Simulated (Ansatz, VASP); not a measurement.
# Mg2O: VASP beside Ansatz

The input INCAR:

```
PREC = Accurate ; ENCUT = 520
EDIFF = 1E-6 ; ISMEAR = -1
SIGMA = 0.05 ; LREAL = F
LASPH = T ; NELM = 80
ALGO = Normal ; ISIF = 2
LWAVE = F ; LCHARG = F
GGA = PS ; NBANDS = 12
```

File KPOINTS:

```
Automatic mesh
0
Gamma
  12 12 12
```

Contents of POSCAR:

```
Mg2O
1.0
    1.5243142951     -0.8800632686      4.9977502408
    0.0000000000      1.7601265372      4.9977502408
   -1.5243142951     -0.8800632686      4.9977502408
O Mg
1 2
Direct
    0.0000000000      0.0000000000      0.0000000000
    0.2507983236      0.2507983236      0.2507983236
    0.7492016764      0.7492016764      0.7492016764
```

Input for Ansatz:

```yaml
crystal:
  lattice:
    - [1.5243142951, -0.8800632686, 4.9977502408]
    - [0.0, 1.7601265372, 4.9977502408]
    - [-1.5243142951, -0.8800632686, 4.9977502408]
  atoms:
    - { symbol: O, position: [0.0, 0.0, 0.0] }
    - { symbol: Mg, position: [0.2507983236, 0.2507983236, 0.2507983236] }
    - { symbol: Mg, position: [0.7492016764, 0.7492016764, 0.7492016764] }
kpoints:
  mp_grid: { grid: [12, 12, 12] }
  band_path:
    path:
      - [0.0, 0.0, 0.0]
      - [0.5, 0.5, 0.5]
      - [0.8126610983, 0.1873389017, 0.5]
      - [0.5, -0.1873389017, 0.1873389017]
      - [0.5, 0.0, 0.0]
      - [0.0, 0.0, 0.0]
      - [0.3436694508, -0.3436694508, 0.0]
      - [0.6563305492, 0.0, 0.3436694508]
      - [0.5, 0.0, 0.5]
    npoints: 14
scf:
  occupations: { method: fermi_dirac, width: 0.05 }
hamiltonian:
  xc: pbesol
  pseudopotentials: { kind: all_electron, lapw: { basis_error: 0.0005 } }
output:
  forces: true
  stress: true
  eigenvalues: true
  populations: true
  dos: { projected: true, de: 0.2, e_range: [-14, 8] }
```

The cell comes from a database or a generator and needn't be the stable form of this composition.

Alike in both runs: task single point; functional PBEsol; k mesh 12 × 12 × 12; occupations fermi-dirac, width 0.05 eV; no spin polarisation.

|  | VASP | Ansatz |
| --- | --- | --- |
| version | VASP 6.6.1 | Ansatz 0.2.0 |
| potentials or method | VASP PAW PBE potentials, release 64 (O, Mg) | all-electron LAPW, scalar-relativistic |
| plane-wave cutoff (eV) | 520 | see its input |

Ansatz gave:

| Property | Result |
| --- | --- |
| pressure (GPa) | 0.0 |
| rms of the force components (eV/Å) | 0.002 |

Q: Estimate VASP's values.

A: Pressure (GPa): -0.3; rms of the force components (eV/Å): 0.007.

Atom by atom the forces differ by 0.009 eV/Å (rms over components). Ansatz ran all-electron here, so the differences hold the error of VASP's frozen core and of both bases.

Caveats: the PAW data sets were made with another functional, which shifts forces and pressure a little (VASP).
